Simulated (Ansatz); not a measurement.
## How many bands does the GW gap of BeTe (F-43m) need?

How do accuracy and time trade against each other in G0W0 on BeTe (F-43m)?

Program: Ansatz 0.2.0. Level of theory: G0W0 on PBE, plane waves, PAW; PAW set soft_1. Results are calculated unless marked as measured.

Most raw output is cut from this account.

**1. The structure**

The structure is cubic, space group F-43m (No. 216). Conventional cell: a = 5.663 Å, b = 5.663 Å, c = 5.663 Å, α = 90.00°, β = 90.00°, γ = 90.00°. Be has 4 Te at 2.45 Å nearest. Nearest to Te lie 4 Be at 2.45 Å. Farther neighbours and most contacts between anions are not listed.

The cell and positions are those that the Materials Project relaxed with its own functionals (PBE, PBE+U or r2SCAN), kept fixed. Spin-orbit coupling is left out unless a step names it.

**2. 47 empty bands, screening to 60 eV**

Now the one-shot GW correction: screening in the RPA, then the self-energy of the levels asked for. This step takes PAW set soft_1 files.

Contents of input.yaml:

```yaml
crystal:
  lattice:
    - [0.0, 2.8314587876, 2.8314587876]
    - [2.8314587876, 0.0, 2.8314587876]
    - [2.8314587876, 2.8314587876, 0.0]
  atoms:
    - { symbol: Be, position: [0.0, 0.0, 0.0] }
    - { symbol: Te, position: [0.75, 0.75, 0.75] }
kpoints:
  mp_grid: { grid: [6, 6, 6] }
hamiltonian:
  xc: pbe
  pseudopotentials: { kind: paw, azcp: { folder: soft_1 } }
scf:
  occupations: { method: fixed }
gw:
  n_empty_bands: 47
  ecut_chi: 60
  qp_bands: [v2, c2]
  qp_kpoints: band_edges
  screening: { model: contour_deformation }
```

Run with:

```
$ ansatz run input.yaml --threads 3 --pin off --max-ram 92160MiB --backend cuda --events-out ev --progress --plain --runs-dir out --devices 1 --max-vram 13GiB
```

It took 14 s on 1 × NVIDIA H100 80GB HBM3 (shared by 6 runs) with 3 threads of AMD EPYC 7R13 (Zen 3), shared host; peak memory 0.99 GiB.

This step gave:

```yaml
bands_summed: 56
rpa_eps_infinity_on_this_mesh_eigenvalues: 7.334, 7.334, 7.334
plane_waves_in_the_screening_matrix: 59
q_points_in_the_mesh: 216
g0w0_gap_on_the_mesh: 2.605 eV
k_of_the_valence_top: 0, 0, 0
k_of_the_conduction_bottom: 0, -0.5, -0.5
starting_gap_on_the_mesh: 2.025 eV
z_at_the_valence_top: 0.7946
z_at_the_conduction_bottom: 0.8046
least_direct_g0w0_gap_on_the_computed_points: 4.511 eV
```

The gap on the mesh goes from 2.03 eV to 2.60 eV, a correction of +0.58 eV. Between the two edge states, bare exchange in place of the xc potential would open the gap by 5.52 eV, and correlation takes back 4.94 eV.

**3. 135 empty bands, screening to 120 eV**

Another rung: the empty bands reach about as high as the screening cutoff, so the two stay in balance.

Edit input.yaml of step 2 so:

```diff
@@ -16,4 +16,4 @@
 gw:
-  n_empty_bands: 47
-  ecut_chi: 60
+  n_empty_bands: 135
+  ecut_chi: 120
   qp_bands: [v2, c2]
```

It took 16 s on 1 × NVIDIA H100 80GB HBM3 (shared by 6 runs) with 3 threads; peak memory 1.1 GiB; 16 s of CPU time.

Numbers from this step:

```yaml
bands_summed: 144
rpa_eps_infinity_on_this_mesh_eigenvalues: 7.335, 7.335, 7.335
plane_waves_in_the_screening_matrix: 137
q_points_in_the_mesh: 216
g0w0_gap_on_the_mesh: 2.829 eV
k_of_the_valence_top: 0, 0, 0
k_of_the_conduction_bottom: 0, -0.5, -0.5
starting_gap_on_the_mesh: 2.025 eV
z_at_the_valence_top: 0.7911
z_at_the_conduction_bottom: 0.8035
least_direct_g0w0_gap_on_the_computed_points: 4.684 eV
```

Against the run with 6×6×6 mesh, 47 empty bands, screening to 60 eV, PAW set soft_1 files, the gap moves by +0.22 eV.

**4. 291 empty bands, screening to 200 eV**

Edit input.yaml of step 3 so:

```diff
@@ -16,4 +16,4 @@
 gw:
-  n_empty_bands: 135
-  ecut_chi: 120
+  n_empty_bands: 291
+  ecut_chi: 200.0
   qp_bands: [v2, c2]
```

It took 35 s on 1 × NVIDIA H100 80GB HBM3 (shared by 6 runs) with 3 threads; peak memory 1.3 GiB.

This step gave:

* bands summed: 300
* RPA ε∞ on this mesh (eigenvalues): 7.331, 7.331, 7.331
* plane waves in the screening matrix: 283
* G0W0 gap on the mesh: 2.914 eV
* k of the valence top: 0, 0, 0
* k of the conduction bottom: 0, -0.5, -0.5
* starting gap on the mesh: 2.025 eV
* least direct G0W0 gap on the computed points: 4.764 eV

Against the run with 6×6×6 mesh, 135 empty bands, screening to 120 eV, PAW set soft_1 files, the gap moves by +0.09 eV.

**5. Changing the k mesh: 4×4×4 mesh, 135 empty bands, screening to 120 eV, PAW set soft_1 files**

Only the mesh changes. It samples the long-range screening, which converges on its own terms. Bands and cutoff differ from the step before, so it is read against an earlier run that matches them.

Edit input.yaml of step 4 so:

```diff
@@ -9,3 +9,3 @@
 kpoints:
-  mp_grid: { grid: [6, 6, 6] }
+  mp_grid: { grid: [4, 4, 4] }
 hamiltonian:
@@ -16,4 +16,4 @@
 gw:
-  n_empty_bands: 291
-  ecut_chi: 200.0
+  n_empty_bands: 135
+  ecut_chi: 120
   qp_bands: [v2, c2]
```

Run time: 12 s. Hardware: 1 × NVIDIA H100 80GB HBM3 (shared by 6 runs) with 3 threads; peak memory 1 GiB.

This step gave:

- bands summed: 144
- RPA ε∞ on this mesh (eigenvalues): 9.026, 9.026, 9.026
- plane waves in the screening matrix: 137
- G0W0 gap on the mesh: 2.794 eV
- k of the valence top: 0, 0, 0
- k of the conduction bottom: 0, -0.5, -0.5
- starting gap on the mesh: 2.017 eV
- least direct G0W0 gap on the computed points: 4.656 eV

Against the run with 6×6×6 mesh, 135 empty bands, screening to 120 eV, PAW set soft_1 files, the gap moves by −0.03 eV.

**6. Changing the frequency model: 6×6×6 mesh, 135 empty bands, screening to 120 eV, plasmon pole, PAW set soft_1 files**

A plasmon pole stands in for the full frequency dependence of the screening; this run shows what that costs in accuracy.

Edit input.yaml of step 5 so:

```diff
@@ -9,3 +9,3 @@
 kpoints:
-  mp_grid: { grid: [4, 4, 4] }
+  mp_grid: { grid: [6, 6, 6] }
 hamiltonian:
@@ -20,2 +20,2 @@
   qp_kpoints: band_edges
-  screening: { model: contour_deformation }
+  screening: { model: godby_needs }
```

It took 18 s on 1 × NVIDIA H100 80GB HBM3 (shared by 6 runs) with 3 threads; peak memory 1.2 GiB.

Numbers from this step:

- bands summed: 144
- plasmon-pole fit frequency: 23.38 eV
- RPA ε∞ on this mesh (eigenvalues): 7.335, 7.335, 7.335
- plane waves in the screening matrix: 137
- G0W0 gap on the mesh: 2.804 eV
- k of the valence top: 0, 0, 0
- k of the conduction bottom: 0, -0.5, -0.5
- starting gap on the mesh: 2.025 eV
- least direct G0W0 gap on the computed points: 4.653 eV

Against the run with 6×6×6 mesh, 135 empty bands, screening to 120 eV, PAW set soft_1 files, the gap moves by −0.02 eV.

**7. Changing the files: 6×6×6 mesh, 135 empty bands, screening to 120 eV, hard PAW files**

Other atomic data (hard PAW) test the pseudisation: the cutoff goes from 420 to 960 eV and the valence electrons from 18 to 20, which opens shells that were frozen.

This step: G0W0 on PBE, plane waves, PAW.

input.yaml, the sections that differ from step 6:

```yaml
hamiltonian:
  xc: pbe
  pseudopotentials: { kind: paw, source: ansatz }
gw:
  n_empty_bands: 135
  ecut_chi: 120
  qp_bands: [v2, c2]
  qp_kpoints: band_edges
  screening: { model: contour_deformation }
# crystal, kpoints, scf: as in step 6
```

Wall time 19 s (1 × NVIDIA H100 80GB HBM3 (shared by 6 runs) with 3 threads); peak memory 1.3 GiB.

Numbers from this step:

- bands summed: 145
- RPA ε∞ on this mesh (eigenvalues): 7.344, 7.344, 7.344
- plane waves in the screening matrix: 137
- G0W0 gap on the mesh: 2.837 eV
- k of the valence top: 0, 0, 0
- k of the conduction bottom: 0, -0.5, -0.5
- starting gap on the mesh: 2.025 eV
- least direct G0W0 gap on the computed points: 4.679 eV

Against the run with 6×6×6 mesh, 135 empty bands, screening to 120 eV, PAW set soft_1 files, the gap moves by +0.008 eV.

**8. Side by side**

Times are wall times on 1 × NVIDIA H100 80GB HBM3 (shared by 6 runs) with 3 threads of AMD EPYC 7R13 (Zen 3), shared host, good to a factor of about two.

```
 mesh           files            frequency  bands summed  cutoff (eV)  start (eV)  G0W0 (eV)  time  host memory (GiB)
6×6×6  PAW set soft_1  contour deformation            56           60       2.025      2.605  14 s               0.99
6×6×6  PAW set soft_1  contour deformation           144          120       2.025      2.829  16 s                1.1
6×6×6  PAW set soft_1  contour deformation           300          200       2.025      2.914  35 s                1.3
4×4×4  PAW set soft_1  contour deformation           144          120       2.017      2.794  12 s                1.0
6×6×6  PAW set soft_1         plasmon pole           144          120       2.025      2.804  18 s                1.2
6×6×6        hard PAW  contour deformation           145          120       2.025      2.837  19 s                1.3
```

The parts of the quasiparticle energy at the two band edges (eV; QP = start + Σx + Σc − Vxc):

```
      run               edge  start      Σx     Σc     Vxc     Z    QP
 56 bands        valence top   7.18  -16.06   1.40  -14.35  0.79  6.88
 56 bands  conduction bottom   9.20   -5.50  -3.54   -9.32  0.80  9.48
144 bands        valence top   7.18  -16.06   0.99  -14.35  0.79  6.47
144 bands  conduction bottom   9.20   -5.50  -3.73   -9.32  0.80  9.29
300 bands        valence top   7.18  -16.06   0.84  -14.35  0.79  6.31
300 bands  conduction bottom   9.20   -5.50  -3.79   -9.32  0.80  9.23
```

**9. What came out**

```
56 bands, 60 eV                     : 2.605 eV
144 bands, 120 eV                   : 2.829 eV
300 bands, 200 eV                   : 2.914 eV
estimated limit in bands and cutoff : 2.99 eV
mesh and start                      : 6×6×6, PBE
```

What this shows: A line in one over the bands through the two highest rungs gives 2.99 eV, +0.08 eV from the top rung; the pair below gives 2.97 eV, in fair agreement. The rungs stand 0.39 eV (56 bands), 0.16 eV (144 bands) and 0.08 eV (300 bands) from it. From 56 to 300 bands the gap moves by +0.31 eV while the time grows 2.5-fold. Σc changes by −0.56 eV at the valence top and −0.25 eV at the conduction bottom, so the valence edge carries most of the change. On the 4×4×4 mesh in place of 6×6×6 the gap differs by −0.03 eV, of which −0.01 eV is already in the start. The plasmon-pole model gives −0.02 eV against contour deformation, 3 % of the correction, and saved no time in this program. Hard PAW files move the gap by +0.01 eV at equal bands and cutoff, −0.0001 eV of it in the start. The cheapest rung within 0.1 eV of this estimate is that with 300 bands (35 s). The many-body steps are scalar-relativistic: spin-orbit coupling is not in them.

[Paths, hosts, dates, memory and timing lines, banners, echoed tables and standing remarks are left out of the program output.]

[Logs are printed without paths, hosts, clocks, repeated set-up lines and the standing remarks that a program may print on its own settings, such as how far it seeks lower states.]

[Runs of the session that timed out or met a known fault of the program may be left out.]

[Cells called generated may have been cut or substituted from an entry of the Crystallography Open Database or the Materials Project.]

[Hosts, paths, dates, database ids (printed as entryN), source tags and the programs' standing remarks are cut or masked in the printed files.]
